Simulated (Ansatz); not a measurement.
**How far is PAW off for InSb?**

```
In Sb
1.0
     5.32105    0.00000    0.00000
     0.00000    5.67366    0.00000
     0.00000    0.00000    3.04244
In Sb
2 2
Cartesian
  0.0000 0.0000 0.0000
  2.6605 2.8368 0.0000
  2.6605 0.0000 2.5404
  0.0000 2.8368 0.5020
```

Atoms are numbered in the order listed.

Conventional cell: a = 5.321 Å, b = 5.674 Å, c = 3.042 Å, α = 90.00°, β = 90.00°, γ = 90.00°. Around In (atom 1) lie 4 Sb at 2.71 to 2.88 Å and 2 In at 3.04 Å. Around Sb (atom 3) lie 4 In at 2.71 to 2.88 Å and 2 Sb at 3.04 Å.

The geometry is COD entry 1525500, unchecked; take it as a test cell. The listed cell was then made from it by scaling, straining or moving an atom.

Spin–orbit coupling is left out, though it moves levels of the heavy atoms by tenths of an eV or more.

Methods: DFT, PBE, PAW with Ansatz's default frozen-core files, scalar-relativistic (Ansatz 0.2.0); DFT, PBE, all-electron PAW with datasets made for the crystal, scalar-relativistic (Ansatz 0.2.0); DFT, PBE, all-electron LAPW, scalar-relativistic (Ansatz 0.2.0).

For PAW: a Γ-centred 6×6×11 k mesh, Fermi–Dirac smearing of 0.08 eV, cutoff 420 eV, no spin polarisation. The crystal-made all-electron datasets (AE datasets) take a cutoff of 260 eV at this cell. LAPW targets a basis error of 1 meV/atom. The Ansatz runs share mesh, smearing and spin set-up. Plane-wave (PAW) pressures include the program's estimate of the Pulay term.

Stress and pressure are positive in compression.

The change that made this cell: volume scaled by 0.98.

```tsv
quantity	PAW	AE datasets	LAPW
pressure (GPa)	20.42	20.42	20.42
stress xx (GPa)	33.48	33.47	33.46
stress yy (GPa)	16.99	17.00	17.00
stress zz (GPa)	10.79	10.80	10.80
force on In1, z (eV/Å)	0.290	0.290	0.290
force on Sb3, z (eV/Å)	-0.818	-0.818	-0.818
```

PAW's pressure differs from the LAPW value by about 0.01 GPa or less.
